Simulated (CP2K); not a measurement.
# Al (Fm-3m) in CP2K: a series of runs

The runs below take Al through single point, equation of state, with LDA.

All numbers are computed with CP2K 2026.2; they aren't measurements. Logs are shortened: lines on timing, memory, paths and dates and some standing lists are left out, and cuts for length are marked.

**The experiment to reproduce.**

From “The interpretation of polycrystalline coherent inelastic neutron scattering from aluminium”, 2013, pmc:3831299, for a bulk crystal of Al: bulk modulus 76.9 GPa.

The results are compared with them further down.

## (1) The crystal as given

Symmetry: Fm-3m, No. 225, cubic system. The conventional cell has a = 4.050 Å, b = 4.050 Å, c = 4.050 Å, α = 90.00°, β = 90.00°, γ = 90.00°. Al (site symmetry m-3m) has 12 Al at 2.86 Å as nearest neighbours.

## (2) Single point, LDA, 16.60 Å³/atom

Input file al_eos.inp:

```
&GLOBAL
  PROJECT al_eos
  RUN_TYPE ENERGY_FORCE
  PRINT_LEVEL LOW
&END GLOBAL
&FORCE_EVAL
  METHOD QS
  STRESS_TENSOR ANALYTICAL
  &DFT
    BASIS_SET_FILE_NAME BASIS_MOLOPT_UZH
    POTENTIAL_FILE_NAME GTH_POTENTIALS
    &MGRID
      CUTOFF 450
      REL_CUTOFF 60
      NGRIDS 4
    &END MGRID
    &QS
      METHOD GPW
      EPS_DEFAULT 1.0E-9
    &END QS
    &KPOINTS
      SCHEME MONKHORST-PACK 11 11 11
      GAMMA_CENTERED T
      SYMMETRY T
      SYMMETRY_BACKEND SPGLIB
    &END KPOINTS
    &SCF
      SCF_GUESS ATOMIC
      EPS_SCF 1.0E-6
      MAX_SCF 100
      ADDED_MOS 8
      CHOLESKY OFF
      EPS_EIGVAL 1.0E-7
      &DIAGONALIZATION ON
        ALGORITHM STANDARD
      &END DIAGONALIZATION
      &MIXING ON
        METHOD BROYDEN_MIXING
        ALPHA 0.4
        BETA 1.5
        NBUFFER 8
      &END MIXING
      &SMEAR ON
        METHOD FERMI_DIRAC
        ELECTRONIC_TEMPERATURE [K] 1160.452
      &END SMEAR
    &END SCF
    &XC
      &XC_FUNCTIONAL
        &LDA_X
        &END LDA_X
        &LDA_C_PW
        &END LDA_C_PW
      &END XC_FUNCTIONAL
    &END XC
    &PRINT
      &KPOINTS ON
      &END KPOINTS
      &MULLIKEN ON
      &END MULLIKEN
      &MO ON
        ENERGIES T
        OCCUPATION_NUMBERS T
        &EACH
          QS_SCF 0
        &END EACH
        ADD_LAST NUMERIC
      &END MO
    &END PRINT
  &END DFT
  &SUBSYS
    &CELL
      A 2.8635066922 0.0000000000 0.0000000000
      B 1.4317533461 2.4798695393 0.0000000000
      C 1.4317533461 0.8266231798 2.3380434236
      PERIODIC XYZ
    &END CELL
    &COORD
      Al  0.0000000000 0.0000000000 0.0000000000
    &END COORD
    &KIND Al
      BASIS_SET TZVP-MOLOPT-PBE-GTH-q3
      POTENTIAL GTH-PADE-q3
    &END KIND
    &PRINT
      &ATOMIC_COORDINATES ON
      &END ATOMIC_COORDINATES
      &CELL ON
      &END CELL
    &END PRINT
  &END SUBSYS
  &PRINT
    &FORCES ON
    &END FORCES
    &STRESS_TENSOR ON
    &END STRESS_TENSOR
  &END PRINT
&END FORCE_EVAL
```

Potentials or basis: GTH_POTENTIALS Al GTH-PADE-q3; TZVP-MOLOPT-PBE-GTH basis.

On the command line:

```
OMP_NUM_THREADS=1 cp2k.psmp -i al_eos.inp -o al_eos.out
```

al_eos.out:

```text

 CP2K| version string:                                       CP2K version 2026.2
 CP2K| Input file name                                                al_eos.inp

 GLOBAL| Force Environment number                                              1
 GLOBAL| Basis set file name                                    BASIS_MOLOPT_UZH
 GLOBAL| Potential file name                                      GTH_POTENTIALS
 GLOBAL| MM Potential file name                                     MM_POTENTIAL
 GLOBAL| Coordinate file name                                      __STD_INPUT__
 GLOBAL| Method name                                                        CP2K
 GLOBAL| Project name                                                     al_eos
 GLOBAL| Run type                                                   ENERGY_FORCE
 GLOBAL| FFT library                                                       FFTW3
[... 8 lines left out ...]
 GLOBAL| CPU model name                                                  UNKNOWN

 CELL| Volume [angstrom^3]:                                            16.602734
 CELL| Vector a [angstrom]:       2.864     0.000     0.000   |a| =     2.863507
 CELL| Vector b [angstrom]:       1.432     2.480     0.000   |b| =     2.863507
 CELL| Vector c [angstrom]:       1.432     0.827     2.338   |c| =     2.863507
 CELL| Angle (b,c), alpha [degree]:                                    60.000000
 CELL| Angle (a,c), beta  [degree]:                                    60.000000
 CELL| Angle (a,b), gamma [degree]:                                    60.000000
 CELL| Numerically orthorhombic:                                              NO
 CELL| Periodicity                                                           XYZ

 CELL_REF| Volume [angstrom^3]:                                        16.602734
 CELL_REF| Vector a [angstrom     2.864     0.000     0.000   |a| =     2.863507
 CELL_REF| Vector b [angstrom     1.432     2.480     0.000   |b| =     2.863507
 CELL_REF| Vector c [angstrom     1.432     0.827     2.338   |c| =     2.863507
 CELL_REF| Angle (b,c), alpha [degree]:                                60.000000
 CELL_REF| Angle (a,c), beta  [degree]:                                60.000000
[... 12 lines left out ...]
 TOTAL NUMBERS AND MAXIMUM NUMBERS

  Total number of            - Atomic kinds:                                   1
                             - Atoms:                                          1
                             - Shell sets:                                     1
                             - Shells:                                         7
                             - Primitive Cartesian functions:                  4
                             - Cartesian basis functions:                     18
                             - Spherical basis functions:                     17

  Maximum angular momentum of- Orbital basis functions:                        2
                             - Local part of the GTH pseudopotential:          0
                             - Non-local part of the GTH pseudopotential:      2

 MODULE QUICKSTEP: ATOMIC COORDINATES IN ANGSTROM

   Atom Kind Element         X             Y             Z       Z(eff)     Mass
      1    1 Al   13      0.000000      0.000000      0.000000   3.0000  26.9815

 SCF PARAMETERS         Density guess:                                    ATOMIC
                        --------------------------------------------------------
                        max_scf:                                             100
[... 7 lines left out ...]
                        --------------------------------------------------------
                        level_shift [a.u.]:                             0.000000
                        added MOs                                         8    0
                        --------------------------------------------------------
                        Mixing method:                            BROYDEN_MIXING
                                                charge density mixing in g-space
                        --------------------------------------------------------
                        Smear method:                                FERMI_DIRAC
                        Electronic temperature [K]:                       1160.5
                        Electronic temperature [a.u.]:                  3.67E-03
                        Accuracy threshold:                             1.00E-10
                        --------------------------------------------------------
                        No outer SCF

 *******************************************************************************
                                    Kpoints
[... 69 lines left out ...]
     3 Broy./Diag. 0.40E+00    2.9     0.00390098        -2.1110458929  8.69E-02
     4 Broy./Diag. 0.40E+00    3.0     0.00475698        -2.1000017656  1.10E-02
[... 30 lines left out ...]
 MO|      3               0.654849              17.819348               0.000000
 MO|      4               0.654866              17.819817               0.000000
 MO|      5               0.719423              19.576482               0.000000
 MO|      6               0.719423              19.576495               0.000000
 MO|      7               0.826795              22.498233               0.000000
 MO|      8               1.175111              31.976405               0.000000
 MO|      9               1.175118              31.976586               0.000000
 MO|     10               1.330150              36.195216               0.000000
 MO| Sum:                                                               4.000000
 MO| E(Fermi):            0.250481 a.u.          6.815938 eV
[... 145 lines left out ...]
 MO| EIGENVALUES AND OCCUPATION NUMBERS FOR K POINT 11
 MO|
 MO|  Index      Eigenvalue [a.u.]        Eigenvalue [eV]             Occupation
 MO|      1               0.075849               2.063956               2.000000
 MO|      2               0.105542               2.871934               2.000000
 MO|      3               0.562674              15.311130               0.000000
 MO|      4               0.611186              16.631229               0.000000
 MO|      5               0.723882              19.697839               0.000000
 MO|      6               0.775568              21.104287               0.000000
 MO|      7               0.878924              23.916751               0.000000
 MO|      8               1.150507              31.306901               0.000000
 MO|      9               1.162664              31.637702               0.000000
 MO|     10               1.381862              37.602373               0.000000
 MO| Sum:                                                               4.000000
 MO| E(Fermi):            0.250481 a.u.          6.815938 eV
 MO| Band gap:            0.457132 a.u.         12.439196 eV

 MO| EIGENVALUES AND OCCUPATION NUMBERS FOR K POINT 12
 MO|
 MO|  Index      Eigenvalue [a.u.]        Eigenvalue [eV]             Occupation
 MO|      1              -0.000719              -0.019570               2.000000
 MO|      2               0.201811               5.491549               1.999996
 MO|      3               0.543628              14.792869               0.000000
 MO|      4               0.648004              17.633078               0.000000
 MO|      5               0.761066              20.709661               0.000000
 MO|      6               0.762796              20.756736               0.000000
 MO|      7               0.882434              24.012238               0.000000
 MO|      8               1.075244              29.258870               0.000000
 MO|      9               1.145615              31.173778               0.000000
 MO|     10               1.364405              37.127353               0.000000
 MO| Sum:                                                               3.999996
 MO| E(Fermi):            0.250481 a.u.          6.815938 eV
[... 18 lines left out ...]
 MO|
 MO|  Index      Eigenvalue [a.u.]        Eigenvalue [eV]             Occupation
 MO|      1              -0.000789              -0.021479               2.000000
 MO|      2               0.312134               8.493591               0.000000
 MO|      3               0.435681              11.855478               0.000000
 MO|      4               0.470183              12.794344               0.000000
 MO|      5               0.703382              19.139985               0.000000
 MO|      6               0.820463              22.325927               0.000000
 MO|      7               0.942200              25.638562               0.000000
 MO|      8               1.085920              29.549383               0.000000
 MO|      9               1.175315              31.981956               0.000000
 MO|     10               1.459894              39.725736               0.000000
 MO| Sum:                                                               2.000000
 MO| E(Fermi):            0.250481 a.u.          6.815938 eV

 [... the levels of further k-points ...]

 !-----------------------------------------------------------------------------!
                     Mulliken Population Analysis

 #  Atom  Element  Kind  Atomic population                           Net charge
       1     Al       1          3.000000                              0.000000
 # Total charge                              3.000000                  0.000000

 !-----------------------------------------------------------------------------!

 ENERGY| Total FORCE_EVAL ( QS ) energy [hartree]             -2.097282976933410

 FORCES| Atomic forces [hartree/bohr]
 FORCES|   Atom     x               y               z               |f|
 FORCES|      1  2.17472437E-16  1.01593633E-16 -9.39326017E-16   9.69509615E-16
 FORCES| Sum     2.17472437E-16  1.01593633E-16 -9.39326017E-16
 FORCES| Total atomic force                                       9.69509615E-16

 STRESS| Analytical stress tensor [bar]
 STRESS|                        x                   y                   z
 STRESS|      x       -4.26925385425E+04   5.33345347813E-01   3.94968514858E-01
 STRESS|      y        5.33345347813E-01  -4.26887892181E+04  -1.62724913464E+00
 STRESS|      z        3.94968514858E-01  -1.62724913464E+00  -4.26872607631E+04
 STRESS| 1/3 Trace                                            -4.26895295079E+04
 STRESS| Determinant                                          -7.77972243654E+13

 STRESS| Eigenvectors and eigenvalues of the analytical stress tensor [bar]
 STRESS|                        1                   2                   3
 STRESS| Eigenvalues  -4.26926916357E+04  -4.26896700330E+04  -4.26862268550E+04
 STRESS|      x           0.974371976732      0.224812106550      0.007666009966
 STRESS|      y          -0.185949242603      0.824175218351     -0.534937462356
 STRESS|      z          -0.126578553222      0.519802583876      0.844856877619
```

It took 36 s on 1 thread of Arm Neoverse V1, shared host; peak memory 0.21 GiB.

What came out:

| Quantity | Value |
| --- | --- |
| Free energy | -57.0700 eV |
| Pressure | -4.3 GPa |
| Band gap on the k mesh | none (metal or under the smearing width) |

Caveat: the basis of atomic orbitals isn't converged, which shifts pressures, moduli and gaps.

## (3) Single point, LDA, 16.27 Å³/atom (volume scaled by 0.98)

Changes to al_eos.inp since step 2:

```diff
@@ -11,2 +11,3 @@
     POTENTIAL_FILE_NAME GTH_POTENTIALS
+    WFN_RESTART_FILE_NAME previous-RESTART.kp
     &MGRID
@@ -27,3 +28,3 @@
     &SCF
-      SCF_GUESS ATOMIC
+      SCF_GUESS RESTART
       EPS_SCF 1.0E-6
@@ -72,5 +73,5 @@
     &CELL
-      A 2.8635066922 0.0000000000 0.0000000000
-      B 1.4317533461 2.4798695393 0.0000000000
-      C 1.4317533461 0.8266231798 2.3380434236
+      A 2.8442879474 0.0000000000 0.0000000000
+      B 1.4221439737 2.4632256181 0.0000000000
+      C 1.4221439737 0.8210752061 2.3223513842
       PERIODIC XYZ
```

Potentials or basis: GTH_POTENTIALS Al GTH-PADE-q3; TZVP-MOLOPT-PBE-GTH basis.

On the command line:

```
OMP_NUM_THREADS=1 cp2k.psmp -i al_eos.inp -o al_eos.out
```

Run time: 29 s. Hardware: 1 thread of Arm Neoverse V1, shared host; peak memory 0.21 GiB.

Results (log left out):

| Item | Value |
| --- | --- |
| Free energy | -57.0774 eV |
| Pressure | -2.9 GPa |
| Band gap on the k mesh | none (metal or under the smearing width) |

Caveat: the basis of atomic orbitals isn't converged, which shifts pressures, moduli and gaps.

## (4) Single point, LDA, 16.93 Å³/atom (volume scaled by 1.02)

Changes to al_eos.inp since step 3:

```diff
@@ -73,5 +73,5 @@
     &CELL
-      A 2.8442879474 0.0000000000 0.0000000000
-      B 1.4221439737 2.4632256181 0.0000000000
-      C 1.4221439737 0.8210752061 2.3223513842
+      A 2.8824708653 0.0000000000 0.0000000000
+      B 1.4412354327 2.4962929950 0.0000000000
+      C 1.4412354327 0.8320976650 2.3535276061
       PERIODIC XYZ
```

On the command line:

```
OMP_NUM_THREADS=1 cp2k.psmp -i al_eos.inp -o al_eos.out
```

Run time: 27 s. Hardware: 1 thread of Arm Neoverse V1, shared host; peak memory 0.21 GiB.

The run converged. Its results:

```yaml
Free_energy: -57.0598 eV
Pressure: -5.5 GPa
Band_gap_on_the_k_mesh: none (metal or under the smearing width)
```

Caveat: the basis of atomic orbitals isn't converged, which shifts pressures, moduli and gaps.

## (5) Single point, LDA, 15.94 Å³/atom (volume scaled by 0.96)

Changes to al_eos.inp since step 4:

```diff
@@ -73,5 +73,5 @@
     &CELL
-      A 2.8824708653 0.0000000000 0.0000000000
-      B 1.4412354327 2.4962929950 0.0000000000
-      C 1.4412354327 0.8320976650 2.3535276061
+      A 2.8248059117 0.0000000000 0.0000000000
+      B 1.4124029558 2.4463536802 0.0000000000
+      C 1.4124029558 0.8154512268 2.3064443686
       PERIODIC XYZ
```

On the command line:

```
OMP_NUM_THREADS=1 cp2k.psmp -i al_eos.inp -o al_eos.out
```

Run time: 29 s. Hardware: 1 thread of Arm Neoverse V1, shared host; peak memory 0.21 GiB.

Results (log left out):

| Property | Result |
| --- | --- |
| Free energy | -57.0818 eV |
| Pressure | -1.3 GPa |
| Band gap on the k mesh | none (metal or under the smearing width) |

Caveat: the basis of atomic orbitals isn't converged, which shifts pressures, moduli and gaps.

## (6) Single point, LDA, 17.27 Å³/atom (volume scaled by 1.04)

Changes to al_eos.inp since step 5:

```diff
@@ -73,5 +73,5 @@
     &CELL
-      A 2.8248059117 0.0000000000 0.0000000000
-      B 1.4124029558 2.4463536802 0.0000000000
-      C 1.4124029558 0.8154512268 2.3064443686
+      A 2.9011887331 0.0000000000 0.0000000000
+      B 1.4505943666 2.5125031440 0.0000000000
+      C 1.4505943666 0.8375010480 2.3688106812
       PERIODIC XYZ
```

Potentials or basis: GTH_POTENTIALS Al GTH-PADE-q3; TZVP-MOLOPT-PBE-GTH basis.

On the command line:

```
OMP_NUM_THREADS=1 cp2k.psmp -i al_eos.inp -o al_eos.out
```

It took 28 s on 1 thread of Arm Neoverse V1, shared host; peak memory 0.21 GiB.

The run converged. Its results:

- Free energy: -57.0473 eV
- Pressure: -6.6 GPa
- Band gap on the k mesh: none (metal or under the smearing width)

Caveat: the basis of atomic orbitals isn't converged, which shifts pressures, moduli and gaps.

## (7) Single point, LDA, 15.61 Å³/atom (volume scaled by 0.94)

Changes to al_eos.inp since step 6:

```diff
@@ -73,5 +73,5 @@
     &CELL
-      A 2.9011887331 0.0000000000 0.0000000000
-      B 1.4505943666 2.5125031440 0.0000000000
-      C 1.4505943666 0.8375010480 2.3688106812
+      A 2.8050513779 0.0000000000 0.0000000000
+      B 1.4025256889 2.4292457521 0.0000000000
+      C 1.4025256889 0.8097485841 2.2903148593
       PERIODIC XYZ
```

On the command line:

```
OMP_NUM_THREADS=1 cp2k.psmp -i al_eos.inp -o al_eos.out
```

Wall time 29 s (1 thread of Arm Neoverse V1, shared host); peak memory 0.2 GiB.

Results (log left out):

```
Free energy            : -57.0827 eV
Pressure               : 0.4 GPa
Band gap on the k mesh : none (metal or under the smearing width)
```

Caveat: the basis of atomic orbitals isn't converged, which shifts pressures, moduli and gaps.

## (8) Single point, LDA, 17.60 Å³/atom (volume scaled by 1.06)

Changes to al_eos.inp since step 7:

```diff
@@ -73,5 +73,5 @@
     &CELL
-      A 2.8050513779 0.0000000000 0.0000000000
-      B 1.4025256889 2.4292457521 0.0000000000
-      C 1.4025256889 0.8097485841 2.2903148593
+      A 2.9196681405 0.0000000000 0.0000000000
+      B 1.4598340702 2.5285067802 0.0000000000
+      C 1.4598340702 0.8428355934 2.3838990541
       PERIODIC XYZ
```

On the command line:

```
OMP_NUM_THREADS=1 cp2k.psmp -i al_eos.inp -o al_eos.out
```

Run time: 29 s. Hardware: 1 thread of Arm Neoverse V1, shared host; peak memory 0.21 GiB.

The run converged. Its results:

```
Free energy            : -57.0326 eV
Pressure               : -7.5 GPa
Band gap on the k mesh : none (metal or under the smearing width)
```

Caveat: the basis of atomic orbitals isn't converged, which shifts pressures, moduli and gaps.

## (9) Equation of state, LDA

Potentials or basis: GTH_POTENTIALS Al GTH-PADE-q3; TZVP-MOLOPT-PBE-GTH basis.

No new run: the results of the series are fitted here.

Results:

```yaml
Equilibrium_volume: 15.69 Å³/atom
Bulk_modulus: 87 GPa
Pressure_derivative_of_the_bulk_modulus: 4.9
```

Energy against volume, from the lowest point:
```csv
volume (Å³/atom),energy (meV/atom)
15.607,0.00
15.939,0.88
16.271,5.28
16.603,12.71
16.935,22.85
17.267,35.39
17.599,50.04
```

Caveat: the basis of atomic orbitals isn't converged, which shifts pressures, moduli and gaps.

## (10) The reference run

An earlier run on the cell as given: functional PBEsol; potentials or basis POTENTIAL_UZH Al GTH-PBE-q3; TZVP-MOLOPT-PBE-GTH basis; density cutoff 6123 eV; k mesh 11 × 11 × 11; occupations fermi-dirac, width 0.05 eV; no spin polarisation.

- Pressure: -0.7 GPa
- Band gap on the k mesh: none (metal or under the smearing width)

## (11) How close it comes

Step 9. A measured bulk modulus of Al is 76.9 GPa (quoted in “The interpretation of polycrystalline coherent inelastic neutron scattering from aluminium”, 2013, pmc:3831299); the calculated 87 GPa misses it by +12.7 %. The fit is for a static lattice scaled at fixed shape and fixed fractional positions.
